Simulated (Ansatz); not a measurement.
# Co: starts and ends of a spin-polarised SCF, part 2 of 2

Aim: see which self-consistent states Co reaches from different starts at one fixed geometry, and which of them is lowest. System: Co, the measured crystal structure (space group Fm-3m, primitive cell doubled); the cell holds 2 atoms. Source: COD entry 9012947.

Ansatz 0.2.0; DFT PBE, PAW, plane waves, scalar-relativistic. The steps go on from the part before.

**4. No spin polarisation**

The COD cell was measured well above room temperature, so it is larger than a cold one.

input.yaml reads:

```yaml
crystal:
  lattice:
    - [0.0, -1.8074, -1.8074]
    - [-3.6148, -1.8074, -1.8074]
    - [0.0, 1.8074, -1.8074]
  atoms:
    - { symbol: Co, position: [0.0, 0.0, 0.0] }
    - { symbol: Co, position: [0.0, 0.5, 0.5] }
hamiltonian:
  xc: pbe
  pseudopotentials: { kind: paw }
basis:
  ecutwfc: 420
kpoints:
  mp_grid: { grid: [11, 7, 9] }
scf:
  occupations: { method: fermi_dirac, width: 0.05 }
  lower_state_search: "off"
output:
  forces: true
  stress: true
```

Output, cut to the lines that bear on the results:

```text
[... 11 lines as in an earlier run ...]
Bands: 21, of which v1, the nominal top of the filled ones, is band 17 counted from 1 (16 counted from 0)
[... 5 lines as in an earlier run ...]
[...]
[... 2 lines as in an earlier run ...]
SCF iter   1: F=—  HF=-10251.655990 eV  |F-HF|=—  |Δ(HF+E_count)|=         —  Δρ=3.85e-3  dr2=1.03e-3  ethr=1.77e-3  ⟨swp⟩=5.0  Hψ=15345  notcnv=0
[...]
SCF iter   6: F=-10251.656674 eV  HF=-10251.656674 eV  |F-HF|=6.64e-9  |Δ(HF+E_count)|=   5.21e-8  Δρ=1.31e-5  dr2=8.56e-9  ethr=1.23e-10  ⟨swp⟩=2.6  Hψ=15457  notcnv=0
[...]
SCF converged after 6 iterations
Free energy (F): -10251.656674 eV
[...]
E sigma→0 (E₀):  -10251.633539 eV
Entropy (-TS):   -0.046270 eV (-23.135 meV/atom)
Fermi energy:    16.658739 eV
[...]
--- Forces (eV/Å), atoms counted from 1 ---
  atom   1  Co     0.00000000     0.00000000     0.00000000
  atom   2  Co     0.00000000    -0.00000000    -0.00000000
[...]
--- Stress (GPa, compression-positive) ---
      -25.124138       0.003579       0.003579
        0.003577     -25.066431      -0.134565
        0.003577      -0.134565     -25.066431
  P = ⅓ Tr σ = -25.0857 GPa (-250.857 kbar)
```

It took 8.4 s on 2 threads of an x86-64 CPU, shared host; peak memory 0.38 GiB.

The state reached is non-magnetic (no spin polarisation), no gap on the k-mesh. Against step 2, the lowest until now, it is 269 meV/atom higher.

**5. Spin on, no moments given (the program may seed its own), plain SCF**

input.yaml: that of step 4 with these lines changed.

```diff
@@ -21 +21,3 @@
   stress: true
+magnetization:
+  spin_polarized: true
```

Output, cut to the lines that bear on the results:

```text
[... 1 line as in an earlier run ...]
band count auto-derived: 24 (N_el = 34.0; filled up to band 17; 21 by the electrons, moments and atoms)
[... 19 lines as in an earlier run ...]
[...]
SCF iter   1: F=—  HF=-10249.701709 eV  |F-HF|=—  |Δ(HF+E_count)|=         —  Δρ=3.09e-1 (↑2.71e-1 ↓3.09e-1)  dr2=2.02e-1  dr2_m=1.82e1  M=4.208 μB ∫|m|=4.208 μB  ethr=6.48e-4  ⟨swp⟩=1.3  Hψ=23930  notcnv=0
[...]
SCF iter   9: F=-10252.194530 eV  HF=-10252.194530 eV  |F-HF|=1.30e-8  |Δ(HF+E_count)|=   1.22e-6  Δρ=2.50e-5 (↑2.50e-5 ↓1.57e-5)  dr2=6.48e-8  dr2_m=3.24e-8  M=3.393 μB ∫|m|=3.735 μB  ethr=2.94e-10  ⟨swp⟩=3.2  Hψ=35315  notcnv=0
[...]
SCF converged after 9 iterations
Magnetization: 3.3925 μB (18.6963 up, 15.3037 down)
Absolute magnetization: 3.7359 μB (∫|ρ↑−ρ↓|, with the PAW one-centre terms)
Spin contamination: 0.0634 ħ² per cell (⟨S²⟩ above its minimum at these occupations)
Per-site moments (μB) at R_I (Å): [(1.7739408858697225, 1.054370456961167), (1.7739408858697223, 1.054370456961167)]
Free energy (F): -10252.194530 eV
[...]
E sigma→0 (E₀):  -10252.183506 eV
Entropy (-TS):   -0.022048 eV (-11.024 meV/atom)
Fermi energy:    17.006150 eV
[... 24 lines left out: energy terms, forces, stress ...]
```

Run time: 23 s. Hardware: 2 threads of an x86-64 CPU, shared host; peak memory 0.44 GiB.

Nothing new: the 9 iterations lead to the state found in step 2 (ferromagnetic).

**6. Parallel moments scaled by 0.2, plain SCF**

input.yaml: that of step 5 with these lines changed.

```diff
@@ -6,4 +6,6 @@
   atoms:
-    - { symbol: Co, position: [0.0, 0.0, 0.0] }
-    - { symbol: Co, position: [0.0, 0.5, 0.5] }
+    - { symbol: Co, position: [0.0, 0.0, 0.0], spin: 0.6 }
+    - { symbol: Co, position: [0.0, 0.5, 0.5], spin: 0.6 }
+magnetization:
+  spin_polarized: true
 hamiltonian:
@@ -21,3 +23 @@
   stress: true
-magnetization:
-  spin_polarized: true
```

Output, cut to the lines that bear on the results:

```text
[... 11 lines as in an earlier run ...]
Bands: 22, of which v1, the nominal top of the filled ones, is band 17 counted from 1 (16 counted from 0)
[... 6 lines as in an earlier run ...]
Starting moments: Σ|m| = 1.2 μB on 2 of 2 sites
[... 2 lines as in an earlier run ...]
[...]
SCF iter   1: F=—  HF=-10251.766788 eV  |F-HF|=—  |Δ(HF+E_count)|=         —  Δρ=5.89e-2 (↑2.24e-2 ↓5.89e-2)  dr2=1.80e-1  dr2_m=3.32e-1  M=1.518 μB ∫|m|=1.542 μB  β_m=1.00  ethr=5.29e-4  ⟨swp⟩=1.0  Hψ=43717  notcnv=0
[...]
spin-set hold released at iteration 7 (site moments contracting): the magnetisation degrees of freedom join the quasi-Newton model from the next iteration; the mixer history was flushed
[...]
SCF iter  15: F=-10252.194530 eV  HF=-10252.194530 eV  |F-HF|=6.24e-9  |Δ(HF+E_count)|=   3.57e-7  Δρ=9.13e-6 (↑2.60e-6 ↓9.13e-6)  dr2=9.31e-9  dr2_m=2.94e-9  M=3.393 μB ∫|m|=3.735 μB  ethr=1.98e-10  ⟨swp⟩=4.0  Hψ=26754  notcnv=0
[...]
SCF converged after 15 iterations
Magnetization: 3.3925 μB (18.6963 up, 15.3037 down)
Absolute magnetization: 3.7360 μB (∫|ρ↑−ρ↓|, with the PAW one-centre terms)
Spin contamination: 0.0634 ħ² per cell (⟨S²⟩ above its minimum at these occupations)
Per-site moments (μB) at R_I (Å): [(1.7739618125847767, 1.054370456961167), (1.7739618125847765, 1.054370456961167)]
Free energy (F): -10252.194530 eV
[...]
E sigma→0 (E₀):  -10252.183505 eV
Entropy (-TS):   -0.022049 eV (-11.024 meV/atom)
Fermi energy:    17.006131 eV
[... 24 lines left out: energy terms, forces, stress ...]
```

It took 21 s on 2 threads of an x86-64 CPU, shared host; peak memory 0.43 GiB.

The run ends in the same state as step 2 (ferromagnetic); it took 15 iterations.

**7. Moments +- scaled by 0.4, plain SCF**

input.yaml: that of step 6 with these lines changed.

```diff
@@ -6,4 +6,4 @@
   atoms:
-    - { symbol: Co, position: [0.0, 0.0, 0.0], spin: 0.6 }
-    - { symbol: Co, position: [0.0, 0.5, 0.5], spin: 0.6 }
+    - { symbol: Co, position: [0.0, 0.0, 0.0], spin: 1.2 }
+    - { symbol: Co, position: [0.0, 0.5, 0.5], spin: -1.2 }
 magnetization:
```

Output, cut to the lines that bear on the results:

```text
[... 11 lines as in an earlier run ...]
Bands: 23, of which v1, the nominal top of the filled ones, is band 17 counted from 1 (16 counted from 0)
[... 6 lines as in an earlier run ...]
Starting moments: Σ|m| = 2.4 μB on 2 of 2 sites
[... 3 lines as in an earlier run ...]
[...]
SCF iter   1: F=—  HF=-10251.668226 eV  |F-HF|=—  |Δ(HF+E_count)|=         —  Δρ=2.36e-2 (↑2.36e-2 ↓2.36e-2)  dr2=1.69e-1  dr2_m=2.51e-2  M=0.000 μB ∫|m|=2.116 μB  β_m=0.30  ethr=4.97e-4  ⟨swp⟩=1.1  Hψ=23035  notcnv=0
[...]
spin-set hold released at iteration 6 (site moments contracting): the magnetisation degrees of freedom join the quasi-Newton model from the next iteration; the mixer history was flushed
[...]
SCF iter  18: F=-10251.658188 eV  HF=-10251.658188 eV  |F-HF|=4.47e-9  |Δ(HF+E_count)|=   1.10e-7  Δρ=7.50e-6 (↑7.50e-6 ↓7.50e-6)  dr2=1.08e-8  dr2_m=5.48e-9  M=0.000 μB ∫|m|=2.105 μB  ethr=8.18e-11  ⟨swp⟩=2.0  Hψ=15690  notcnv=0
[...]
SCF converged after 18 iterations
Magnetization: 0.0000 μB (17.0000 up, 17.0000 down)
Absolute magnetization: 2.1049 μB (∫|ρ↑−ρ↓|, with the PAW one-centre terms)
Spin contamination: 0.6986 ħ² per cell (⟨S²⟩ above its minimum at these occupations)
Per-site moments (μB) at R_I (Å): [(1.0336536823609974, 1.054370456961167), (-1.0336536823609976, 1.054370456961167)]
Free energy (F): -10251.658188 eV
[...]
E sigma→0 (E₀):  -10251.633231 eV
Entropy (-TS):   -0.049915 eV (-24.957 meV/atom)
Fermi energy:    16.793119 eV
[... 24 lines left out: energy terms, forces, stress ...]
```

It took 14 s on 2 threads of an x86-64 CPU, shared host; peak memory 0.43 GiB.

Nothing new: the 18 iterations lead to the state found in step 3 (antiferromagnetic).

**8. A moment on one site alone, plain SCF**

input.yaml: that of step 7 with these lines changed.

```diff
@@ -6,4 +6,4 @@
   atoms:
-    - { symbol: Co, position: [0.0, 0.0, 0.0], spin: 1.2 }
-    - { symbol: Co, position: [0.0, 0.5, 0.5], spin: -1.2 }
+    - { symbol: Co, position: [0.0, 0.0, 0.0], spin: 3.0 }
+    - { symbol: Co, position: [0.0, 0.5, 0.5] }
 magnetization:
```

Output, cut to the lines that bear on the results:

```text
[... 18 lines as in an earlier run ...]
Starting moments: Σ|m| = 3 μB on 1 of 2 sites
[... 2 lines as in an earlier run ...]
SCF iter   1: F=—  HF=-10251.993565 eV  |F-HF|=—  |Δ(HF+E_count)|=         —  Δρ=1.45e-1 (↑1.45e-1 ↓7.98e-2)  dr2=9.48e0  dr2_m=6.35e-1  M=3.076 μB ∫|m|=3.180 μB  β_m=0.30  ethr=3.10e-3  ⟨swp⟩=5.5  Hψ=33720  notcnv=0
[...]
spin-set hold released at iteration 5 (the charge has settled, or the pull on large starting moments outlasts its swing): the magnetisation degrees of freedom join the quasi-Newton model from the next iteration; the mixer history was flushed
[...]
SCF iter  22: F=-10252.194530 eV  HF=-10252.194530 eV  |F-HF|=3.35e-9  |Δ(HF+E_count)|=   4.53e-9  Δρ=3.92e-6 (↑6.28e-7 ↓3.92e-6)  dr2=3.83e-9  dr2_m=6.15e-10  M=3.393 μB ∫|m|=3.735 μB  ethr=2.94e-10  ⟨swp⟩=3.0  Hψ=19686  notcnv=0
[...]
SCF converged after 22 iterations
Magnetization: 3.3926 μB (18.6963 up, 15.3037 down)
Absolute magnetization: 3.7359 μB (∫|ρ↑−ρ↓|, with the PAW one-centre terms)
Spin contamination: 0.0634 ħ² per cell (⟨S²⟩ above its minimum at these occupations)
Per-site moments (μB) at R_I (Å): [(1.7739519725642756, 1.054370456961167), (1.7739715299299748, 1.054370456961167)]
Free energy (F): -10252.194530 eV
[...]
E sigma→0 (E₀):  -10252.183506 eV
Entropy (-TS):   -0.022049 eV (-11.024 meV/atom)
Fermi energy:    17.006174 eV
[... 24 lines left out: energy terms, forces, stress ...]
```

Run time: 27 s. Hardware: 2 threads of an x86-64 CPU, shared host; peak memory 0.44 GiB.

Nothing new: the 22 iterations lead to the state found in step 2 (ferromagnetic).

**9. All ends together**

```
step  iterations  state  moments of Co1 Co2 (μB)  total (μB)  gap (eV)  pressure (GPa)  above lowest (meV/atom)
   2          10      1                1.77 1.77        3.39      none           -13.9                      0.0
   3          14      2               1.03 -1.03        0.00      none           -19.8                      268
   4           6      3                0.00 0.00        0.00      none           -25.1                      269
   5           9      1                1.77 1.77        3.39      none           -13.9                      0.0
   6          15      1                1.77 1.77        3.39      none           -13.9                      0.0
   7          18      2               1.03 -1.03        0.00      none           -19.8                      268
   8          22      1                1.77 1.77        3.39      none           -13.9                      0.0
```

States are numbered from the lowest. Starts by step: 2 parallel moments, plain SCF; 3 opposed moments +-, plain SCF; 4 no spin polarisation; 5 spin on, no moments given (the program may seed its own), plain SCF; 6 parallel moments scaled by 0.2, plain SCF; 7 moments +- scaled by 0.4, plain SCF; 8 a moment on one site alone, plain SCF.

The 7 runs of this session took 2.3 min in all, from 8.4 s to 27 s each.

Decimal logarithm of the largest residual (eV) by iteration, counted through all cycles of a run:

```
iteration  step 2  step 3  step 4  step 5  step 6  step 7  step 8
        1     0.3     0.4    -3.0     1.3    -0.5    -0.8     1.0
        2     0.0     0.3    -3.7    -0.8    -0.7    -1.6     1.7
        3    -0.1     0.4    -4.9    -1.5    -0.7    -2.2     0.0
        4    -1.8    -1.5    -6.0    -1.7    -0.7    -2.4     0.2
        5    -1.9    -1.7    -7.4    -2.5    -0.8    -2.7     0.1
        7    -4.9    -3.0       -    -4.8    -1.9    -3.1     1.4
        9    -6.9    -4.9       -    -7.2    -1.8    -4.2    -0.4
       11       -    -6.6       -       -    -4.4    -5.6    -1.7
       12       -    -7.5       -       -    -5.1    -5.8    -1.6
       14       -    -8.2       -       -    -6.9    -6.4    -2.4
       16       -       -       -       -       -    -7.1    -4.0
       18       -       -       -       -       -    -8.0    -6.0
       20       -       -       -       -       -       -    -6.1
       22       -       -       -       -       -       -    -8.4
```

**10. Outcome**

This closing draws on all 2 parts.

| quantity | value |
| --- | --- |
| distinct states | 3 from 7 converged runs |
| lowest state from plain starts | ferromagnetic |
| its moments | Co1 1.77, Co2 1.77 μB |
| total moment | 3.39 μB per cell |
| gap on the k-mesh | none |
| pressure | -13.9 GPa |
| largest force | 0.000 eV/Å |
| next state | antiferromagnetic, 268 meV/atom higher |
| highest state | non-magnetic (no spin polarisation), 269 meV/atom higher |

The 7 converged runs end in 3 distinct states. Switching spin polarisation off costs 269 meV/atom in free energy, smearing entropy included. The best antiferromagnetic state lies 268 meV/atom above the best ferromagnetic one. These are lowest states among those tried, not proven ground states. The mesh has less symmetry than the lattice, which lowers the symmetry of the run.
